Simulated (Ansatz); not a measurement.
## A series in temperature on Ir

Results calculated with Ansatz 0.2.0, not measured. Harmonic vibrational free energy, entropy and heat capacity at constant volume, per atom, from the force constants of a q mesh, imaginary modes left out; plane waves with PAW datasets, Gamma-centred k mesh.

Structure of every row (space group Fm-3m, No. 225):
```
cell vectors (Å)
   0.0000     1.9235     1.9235
   1.9235     0.0000     1.9235
   1.9235     1.9235     0.0000
atoms (fractions of the cell vectors)
Ir  0.00000  0.00000  0.00000
```

Settings of every row: functional PBE; dispersion none; spin none; wave cutoff 420 eV; k mesh 20x20x20; occupations fermi dirac; smearing width 0.15 eV; volume over rest 0.98; phonon method linear response; q mesh 2x2x2.

Limits: coarse q mesh; metal sensitive to the k mesh; no spin-orbit coupling, which can matter with elements this heavy.

```
row  temperature (K)  phonon heat capacity (kB/atom)  phonon entropy (kB/atom)  phonon free energy (meV/atom)
  1              200                           2.747                     3.213                            0.9
  2              300                           2.883                     4.358                            -32
  3              400                           2.934                     5.196                          -73.4
  4              500                           2.957                     5.853                         -121.1
  5              600                               ?                         ?                              ?
  6              700                           2.978                     6.852                           -231
  7              800                           2.983                      7.25                         -291.8
  8              900                           2.987                     7.601                         -355.9
  9             1000                           2.989                     7.916                         -422.7
```

Question: what phonon heat capacity and phonon entropy should row 5 give?

Worked fit of phonon heat capacity. At high temperature a harmonic heat capacity falls short of its limit by a term in 1/T², so take t = (100 K / T)². The shown rows have t = 0.25, 0.11111, 0.0625, 0.04, 0.02041, 0.01562, 0.01235, 0.01. Least squares give phonon heat capacity = 3 − 1.0813 × t + 0.277 × t² kB/atom; a straight line predicts inner rows, each left out in turn, worse (root mean square 0.0017 against 0.00047 kB/atom). All shown rows lie on it to the printed digit. The constant, 3 kB/atom, is to be held against the harmonic limit of 3 k_B an atom. The withheld row has t = 0.02778, so the fit gives 3 − 1.0813 × (0.02778) + 0.277 × (0.02778)² = 2.970 kB/atom.

The calculation gave 2.97 kB/atom. The fit meets it to the printed digit.

Worked fit of phonon entropy. Entropy rises as the heat capacity times the change of ln T, so take t = ln(T / 300 K). The shown rows have t = -0.4055, 0, 0.2877, 0.5108, 0.8473, 0.9808, 1.0986, 1.204. Least squares give phonon entropy = 4.3649 + 2.87565 × t + 0.06427 × t² kB/atom; a straight line predicts inner rows, each left out in turn, worse (root mean square 0.016 against 0.0051 kB/atom). The rows lie off it by 0.004, -0.007, -0.002, 0.002, 0.004, 0.003, -0.001, -0.004 (root mean square 0.0038 kB/atom), a smooth pattern that one more power would take up: the form is only approximate. The slope at t = 0, 2.88 kB/atom, estimates the heat capacity at 300 K. The withheld row has t = 0.6931, so the fit gives 4.3649 + 2.87565 × (0.6931) + 0.06427 × (0.6931)² = 6.389 kB/atom.

The calculation gave 6.393 kB/atom. The fit lies 0.004 kB/atom (0.085 % of the column's range) below it; its largest miss of a shown row is 0.007 kB/atom.

The other values of row 5: phonon free energy -173.9 meV/atom.
